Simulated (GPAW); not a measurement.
# Does Ga15FeAs16 (GaAs32 Fe1) carry moments in GPAW?, part 2 of 2

Aim: find out whether Ga15FeAs16 (GaAs32 Fe1) carries moments when they start parallel, and what they gain.

GPAW 26.7.0; PBE; plane waves with GPAW's PAW setups, scalar-relativistic.

So far. Step 2 (Run 1 (ferro +)): After 47 cycles the largest moment stands at 3.16 μB.

### 3. Order 2, typed as no spin polarisation

This run holds no moments, which gives a state to set the others against.

nospin.py

```python
import json
import numpy as np
from ase import Atoms
from ase.parallel import paropen, parprint
from gpaw import GPAW

atoms = Atoms(['Fe', 'As', 'Ga', 'As', 'Ga', 'As', 'Ga', 'As', 'Ga', 'As', 'Ga', 'As', 'Ga', 'As', 'Ga', 'As', 'Ga', 'As', 'Ga', 'As', 'Ga', 'As', 'Ga', 'As', 'Ga', 'As', 'Ga', 'As', 'Ga', 'As', 'Ga', 'As'],
    cell=[[11.306, 0.0, 0.0],
         [0.0, 11.306, 0.0],
         [0.0, 0.0, 5.653]],
    scaled_positions=[[0.0, 0.0, 0.0],
         [0.125, 0.125, 0.25],
         [0.0, 0.25, 0.5],
         [0.125, 0.375, 0.75],
         [0.25, 0.0, 0.5],
         [0.375, 0.125, 0.75],
         [0.25, 0.25, 0.0],
         [0.375, 0.375, 0.25],
         [0.0, 0.5, 0.0],
         [0.125, 0.625, 0.25],
         [0.0, 0.75, 0.5],
         [0.125, 0.875, 0.75],
         [0.25, 0.5, 0.5],
         [0.375, 0.625, 0.75],
         [0.25, 0.75, 0.0],
         [0.375, 0.875, 0.25],
         [0.5, 0.0, 0.0],
         [0.625, 0.125, 0.25],
         [0.5, 0.25, 0.5],
         [0.625, 0.375, 0.75],
         [0.75, 0.0, 0.5],
         [0.875, 0.125, 0.75],
         [0.75, 0.25, 0.0],
         [0.875, 0.375, 0.25],
         [0.5, 0.5, 0.0],
         [0.625, 0.625, 0.25],
         [0.5, 0.75, 0.5],
         [0.625, 0.875, 0.75],
         [0.75, 0.5, 0.5],
         [0.875, 0.625, 0.75],
         [0.75, 0.75, 0.0],
         [0.875, 0.875, 0.25]],
    pbc=True)
atoms.calc = GPAW(mode={'name': 'pw', 'ecut': 450},
    xc='PBE',
    kpts={'size': (3, 3, 5), 'gamma': True},
    occupations={'name': 'fermi-dirac', 'width': 0.05},
    convergence={'density': 1e-05, 'energy': 1e-05},
    maxiter=200,
    mixer={'name': 'pulay', 'beta': 0.05, 'nmaxold': 6, 'weight': 50},
    symmetry={'tolerance': 1e-4},
    txt='nospin.txt')
e = atoms.get_potential_energy(force_consistent=True)
res = {'free_energy': e, 'energy_sigma0': atoms.get_potential_energy(), 'fermi_energy': atoms.calc.get_fermi_level()}
parprint(f'free energy: {e:.6f} eV')
atoms.calc.write('nospin.gpw')
with paropen('results.json', 'w') as f:
    json.dump(res, f)
```

Command:

```console
> OMP_NUM_THREADS=1 mpirun -n 4 gpaw python nospin.py > nospin.log
```

Numbers of over 12 decimals in the logs are rounded to 6 here.

The log of the run:

```text
free energy: -135.307462 eV

--- nospin.txt ---
Input parameters:
  mode=PW(ecut=450),
  convergence={'density': 1e-05, 'energy': 1e-05},
  kpts=MonkhorstPack(size=(3, 3, 5), gamma=True),
  maxiter=200,
  mixer=Pulay(name='pulay', nmaxold=6, beta=0.05, weight=50, sigma=0.015, g_ss=None),
  occupations=Occupations(name='fermi-dirac', width=0.05),
  symmetry=Symmetry(tolerance=0.0001),
  xc=XC(name='PBE')

Diagonalizing LCAO Hamiltonian
Converting LCAO to pw mode
        .---------------------------.
       /|                           |
      / |                           |
     /  |  As            As         |
    /   |       As            As    |
   /  Ga|           Ga              |
  /    As         As As         As  |
 *      .--Ga-------------Ga--------.
 |     / As As         As As       /
 | Ga /      Ga  Ga        Ga     /
 |   Ga Ga    As   Ga Ga    As   /
 |  /As            As           /
 | /      Ga            Ga     /
 |/                           /
 Fe------------Ga------------*

Atoms  # Å, Bohr magnetons
|    | symbol |        x |        y |        z |    initial magnetic moments |
|----|--------|----------|----------|----------|-----------------------------|
|  0 |     Fe | 0.000000 | 0.000000 | 0.000000 | ( 0.0000,  0.0000,  0.0000) |
|  1 |     As | 1.413250 | 1.413250 | 1.413250 | ( 0.0000,  0.0000,  0.0000) |
|  2 |     Ga | 0.000000 | 2.826500 | 2.826500 | ( 0.0000,  0.0000,  0.0000) |
|  3 |     As | 1.413250 | 4.239750 | 4.239750 | ( 0.0000,  0.0000,  0.0000) |
|  4 |     Ga | 2.826500 | 0.000000 | 2.826500 | ( 0.0000,  0.0000,  0.0000) |
|  5 |     As | 4.239750 | 1.413250 | 4.239750 | ( 0.0000,  0.0000,  0.0000) |
|  6 |     Ga | 2.826500 | 2.826500 | 0.000000 | ( 0.0000,  0.0000,  0.0000) |
|  7 |     As | 4.239750 | 4.239750 | 1.413250 | ( 0.0000,  0.0000,  0.0000) |
|  8 |     Ga | 0.000000 | 5.653000 | 0.000000 | ( 0.0000,  0.0000,  0.0000) |
|  9 |     As | 1.413250 | 7.066250 | 1.413250 | ( 0.0000,  0.0000,  0.0000) |
| 10 |     Ga | 0.000000 | 8.479500 | 2.826500 | ( 0.0000,  0.0000,  0.0000) |
| 11 |     As | 1.413250 | 9.892750 | 4.239750 | ( 0.0000,  0.0000,  0.0000) |
| 12 |     Ga | 2.826500 | 5.653000 | 2.826500 | ( 0.0000,  0.0000,  0.0000) |
| 13 |     As | 4.239750 | 7.066250 | 4.239750 | ( 0.0000,  0.0000,  0.0000) |
| 14 |     Ga | 2.826500 | 8.479500 | 0.000000 | ( 0.0000,  0.0000,  0.0000) |
| 15 |     As | 4.239750 | 9.892750 | 1.413250 | ( 0.0000,  0.0000,  0.0000) |
| 16 |     Ga | 5.653000 | 0.000000 | 0.000000 | ( 0.0000,  0.0000,  0.0000) |
| 17 |     As | 7.066250 | 1.413250 | 1.413250 | ( 0.0000,  0.0000,  0.0000) |
| 18 |     Ga | 5.653000 | 2.826500 | 2.826500 | ( 0.0000,  0.0000,  0.0000) |
| 19 |     As | 7.066250 | 4.239750 | 4.239750 | ( 0.0000,  0.0000,  0.0000) |
| 20 |     Ga | 8.479500 | 0.000000 | 2.826500 | ( 0.0000,  0.0000,  0.0000) |
| 21 |     As | 9.892750 | 1.413250 | 4.239750 | ( 0.0000,  0.0000,  0.0000) |
| 22 |     Ga | 8.479500 | 2.826500 | 0.000000 | ( 0.0000,  0.0000,  0.0000) |
| 23 |     As | 9.892750 | 4.239750 | 1.413250 | ( 0.0000,  0.0000,  0.0000) |
| 24 |     Ga | 5.653000 | 5.653000 | 0.000000 | ( 0.0000,  0.0000,  0.0000) |
| 25 |     As | 7.066250 | 7.066250 | 1.413250 | ( 0.0000,  0.0000,  0.0000) |
| 26 |     Ga | 5.653000 | 8.479500 | 2.826500 | ( 0.0000,  0.0000,  0.0000) |
| 27 |     As | 7.066250 | 9.892750 | 4.239750 | ( 0.0000,  0.0000,  0.0000) |
| 28 |     Ga | 8.479500 | 5.653000 | 2.826500 | ( 0.0000,  0.0000,  0.0000) |
| 29 |     As | 9.892750 | 7.066250 | 4.239750 | ( 0.0000,  0.0000,  0.0000) |
| 30 |     Ga | 8.479500 | 8.479500 | 0.000000 | ( 0.0000,  0.0000,  0.0000) |
| 31 |     As | 9.892750 | 9.892750 | 1.413250 | ( 0.0000,  0.0000,  0.0000) |

Unit cell  # Å
| periodic |         x |         y |        z |   lengths |    angles |
|----------|-----------|-----------|----------|-----------|-----------|
|      yes | 11.306000 |  0.000000 | 0.000000 | 11.306000 | 90.000000 |
|      yes |  0.000000 | 11.306000 | 0.000000 | 11.306000 | 90.000000 |
|      yes |  0.000000 |  0.000000 | 5.653000 |  5.653000 | 90.000000 |

Number of symmetries: 8

BZ-sampling:
  Number of BZ points: 45
  Number of IBZ points: 9

  Monkhorst-Pack size: [3, 3, 5]
  Monkhorst-Pack shift: [0, 0, 0]

Plane wave coefficients: 15715
Cutoff: 450.000000 eV

Spin-components: 1 (collinear spins)
Bands:           84
Projectors:      161
Spin-degeneracy: 2
Datatype:        complex128

Parallelization:
  kpt:    2
  domain: 2
  band:   1

Density:
  Valence electrons: 133.0
  Components: 1
  Grid points: [56 56 28]
  Charge: 0.0  # |e|

Potential:
  Grid points: [56 56 28]

[... setups left out ...]
Reference energy: -1811937.105136  # eV

eigensolver:
  PPCG
  Converge bands: occupied
  niter=2

density mixing:
  Pulay-Mixer
  Linear mixing parameters: 0.05
  Old densities: 6
  Fourier metric: weight=50, sigma=0.015

occupation numbers:
  Fermi-Dirac:
    width: 0.0500  # eV

poisson solver:
  ecut: 3600.000000  # eV

xc functional:
  name: PBE with 2 nearest neighbor stencil

convergence criteria:
- Maximum integral of absolute [dens]ity change: 1e-05 electrons / valence electron
- Maximum [total energy] change in last 3 cyles: 1e-05 eV / valence electron
- Maximum integral of absolute [eigenst]ate change: 4e-08 eV^2 / valence electron
maximum number of iterations: 200

SCF iterations
|iter     |      energy | eigst |  dens |
|---------|-------------|-------|-------|
|iter:   1|       0s | -138.748761 | -0.40 |       |
|iter:   2|       8s | -136.342460 | -1.37 | -0.88 |
|iter:   3|      16s | -136.125206 | -2.42 | -0.94 |
|iter:   4|      23s | -135.284204 | -1.53 | -0.97 |
|iter:   5|      31s | -135.289721 | -2.81 | -1.38 |
|iter:   6|      38s | -135.297209 | -2.50 | -1.42 |
|iter:   7|      46s | -135.266407 | -3.25 | -1.70 |
|iter:   8|      54s | -135.267041 | -3.08 | -1.83 |
|iter:   9|      62s | -135.266616c| -4.73 | -2.52 |
|iter:  10|      70s | -135.266095c| -4.69 | -2.54 |
|iter:  11|      78s | -135.265693c| -5.41 | -2.75 |
|iter:  12|      85s | -135.265632c| -6.42 | -2.86 |
|iter:  13|      93s | -135.265592c| -5.61 | -2.91 |
|iter:  14|     101s | -135.265573c| -6.21 | -3.28 |
|iter:  15|     108s | -135.265565c| -6.71 | -3.62 |
|iter:  16|     115s | -135.265571c| -7.42c| -3.66 |
|iter:  17|     122s | -135.265578c| -7.48c| -3.73 |
|iter:  18|     129s | -135.265582c| -7.99c| -3.88 |
|iter:  19|     133s | -135.265584c| -7.41c| -3.99 |
|iter:  20|     137s | -135.265584c| -7.65c| -4.13 |
|iter:  21|     140s | -135.265585c| -7.95c| -4.19 |
|iter:  22|     147s | -135.265586c| -7.72c| -4.24 |
|iter:  23|     151s | -135.265585c| -7.50c| -4.42 |
|iter:  24|     155s | -135.265585c| -8.15c| -5.01c|

Converged in 24 steps
Energy contributions relative to reference atoms: (reference = -1811937.105136)

Energy contributions:
  Kinetic:         411.790778
  Coulomb:        -365.527948
  Zero:              0.391231
  External:          0.000000
  Xc:             -181.877770
  Entropy:          -0.083753
  Spinorbit:         0.000000
  ----------------------------
  Free energy:    -135.307462
  Extrapolated:   -135.265585

dipole moment: (-114.024569, -114.024569, -114.754157)  # |e|*Ang

Fermi level: 5.268
Eigenvalues  # (at kpt = [0.000, 0.000, 0.000])
| band index |      eig [eV] | occ [0-2] |
|------------|---------------|-----------|
|          0 |        -7.793 |     2.000 |
|        ... |               |           |
|         58 |         3.552 |     2.000 |
|         59 |         3.552 |     2.000 |
|         60 |         3.657 |     2.000 |
|         61 |         4.388 |     2.000 |
|         62 |         4.465 |     2.000 |
|         63 |         4.465 |     2.000 |
|         64 |         4.542 |     2.000 |
|         65 |         4.592 |     2.000 |
|         66 |         5.610 |     0.002 |
|         67 |         5.618 |     0.002 |
|         68 |         5.695 |     0.000 |
|         69 |         5.695 |     0.000 |
|         70 |         6.489 |     0.000 |
|         71 |         6.489 |     0.000 |
|         72 |         6.511 |     0.000 |
|         73 |         6.659 |     0.000 |
|        ... |               |           |
|         83 |         8.020 |     0.000 |

No gap
No difference between direct/indirect transitions
```

Run time: 2.8 min. Hardware: 4 MPI ranks of Arm Neoverse V2, shared host; peak memory 1.5 GiB.

Numbers from this step:

* final state: non-magnetic (no spin polarisation)

It lies 724 meV a seeded atom over the first start.

### 4. The states side by side

These are free energies at a smearing of 0.05 eV, so its entropy term is in the differences. They are divided by the number of seeded atoms, so that cells of unlike size compare.

Orders:

```csv
start,final state,typed order kept,energy over the lowest (meV a seeded atom),largest site moment (μB),net moment (μB a primitive cell),mesh matched,CPU time (s)
ferro +,ferromagnetic,yes,0,3.165,4.467,yes,2251
no spin polarisation,non-magnetic,-,724,0,0,yes,668.5
```

### 5. Outcome

```
lower run                          : with moments
largest site moment                : 3.16 μB
energy gained by spin polarisation : 724 meV a seeded atom
```

The crystal holds moments, up to 3.16 μB, and gains 724 meV a seeded atom by them. No antiferromagnetic order was tried, so the session says nothing on how the moments order.

[Logs and program files are shortened in this print: banners, set-up blocks, solver, clock and traceback lines can be left out without a mark of their own.]

[Logs are printed without paths, hosts, clocks, repeated set-up lines and the standing remarks that a program may print on its own settings, such as how far it seeks lower states.]

[Hosts, paths, dates, database ids (printed as entryN), source tags and the programs' standing remarks are cut or masked in the printed files.]

[Where a cell is said to come from a database of computed structures, the database is the Materials Project.]
